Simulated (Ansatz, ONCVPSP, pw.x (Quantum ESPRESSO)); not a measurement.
## What a changed setting does to a pw.x run (sc Sr)

Potential: optimised norm-conserving Vanderbilt (ONCV), ONCVPSP 4.0.1, PBE; core [Ar] 3d10, reference 4s2 4p6 5s2; waves: 4s+5s: rc 2.05 bohr, ncon 4, nbas 7, qcut 7.4 1/bohr, 2 projectors; 4p: rc 1.90 bohr, ncon 4, nbas 9, qcut 7.3 1/bohr, 2 projectors, debl 2.6 Ha; d scattering state at 0.09 Ha: rc 1.80 bohr, ncon 4, nbas 7, qcut 6 1/bohr, 2 projectors, debl 1.5 Ha; local part: polynomial inside 1.45 bohr (lpopt 1, dvloc0 4 Ha); core correction: Teter function, fcfact 2.75, rcfact 1.7. In the d channel the program set the typed energies aside and used 0.050, 1.550 Ha.

The reference run (k-mesh 9³, cutoffs 50/200 Ry, Fermi–Dirac 0.01 Ry, mixing_beta 0.4, conv_thr 1e-9, no spin) gives -0.03 GPa at 58.379 Å³/atom, where all-electron LAPW gives -0.03 GPa. This run, with its own iteration cap, changes nbnd to 17.

```
&control
  calculation='scf', prefix='x', pseudo_dir='./', outdir='./tmp', tstress=.true., disk_io='none'
/
&system
  ibrav=0, nat=1, ntyp=1, ecutwfc=50, ecutrho=200, nbnd=17,
  occupations='smearing', smearing='fd', degauss=0.01
/
&electrons
  conv_thr=1e-09, mixing_beta=0.4, electron_maxstep=60
/
ATOMIC_SPECIES
Sr 1.0 Sr.UPF
CELL_PARAMETERS angstrom
  3.87928973 0.00000000 0.00000000
  0.00000000 3.87928973 0.00000000
  0.00000000 0.00000000 3.87928973
ATOMIC_POSITIONS crystal
Sr 0.0000 0.0000 0.0000
K_POINTS automatic
9 9 9 0 0 0
```

```bash
pw.x < Sr.scf.in > Sr.scf.out
```

Problem. How does the run end?

Solution. It converges in 6 iterations; the free energy moves by +0.0 meV/atom and the pressure by +0.00 GPa. The result is that of the reference run.

```
Message from routine setup:
     using ibrav=0 with symmetry is DISCOURAGED, use correct ibrav instead
     lattice parameter (alat)  =       7.3308  a.u.
     unit-cell volume          =     393.9610 (a.u.)^3
     number of electrons       =        10.00
     number of Kohn-Sham states=           17
     kinetic-energy cutoff     =      50.0000  Ry
     charge density cutoff     =     200.0000  Ry
     scf convergence threshold =      1.0E-09
     Exchange-correlation= PBE
     number of k points=    35  Fermi-Dirac smearing, width (Ry)=  0.0100
     iteration #  1     ecut=    50.00 Ry     beta= 0.40
     total energy              =     -66.90719321 Ry
     estimated scf accuracy    <       0.00318408 Ry
     iteration #  2     ecut=    50.00 Ry     beta= 0.40
     total energy              =     -66.90731612 Ry
     estimated scf accuracy    <       0.00104478 Ry
     iteration #  3     ecut=    50.00 Ry     beta= 0.40
     total energy              =     -66.90735155 Ry
     estimated scf accuracy    <       0.00002129 Ry
     iteration #  4     ecut=    50.00 Ry     beta= 0.40
     total energy              =     -66.90735546 Ry
     estimated scf accuracy    <       0.00000081 Ry
     iteration #  5     ecut=    50.00 Ry     beta= 0.40
     total energy              =     -66.90735552 Ry
     estimated scf accuracy    <       0.00000033 Ry
     iteration #  6     ecut=    50.00 Ry     beta= 0.40
     the Fermi energy is     4.5758 ev
!    total energy              =     -66.90735555 Ry
     estimated scf accuracy    <          8.7E-10 Ry
     smearing contrib. (-TS)   =      -0.00612538 Ry
     The total energy is F=E-TS. E is the sum of the following terms:
     one-electron contribution =     -28.04147502 Ry
     hartree contribution      =      14.95688092 Ry
     xc contribution           =     -15.11281983 Ry
     ewald contribution        =     -38.70381624 Ry
     convergence has been achieved in   6 iterations
          total   stress  (Ry/bohr**3)                   (kbar)     P=       -0.26
     Message from routine punch:
     Nothing written, as per user request (disk_io='none')
```

The run took about 7 s on one core of a shared server CPU.
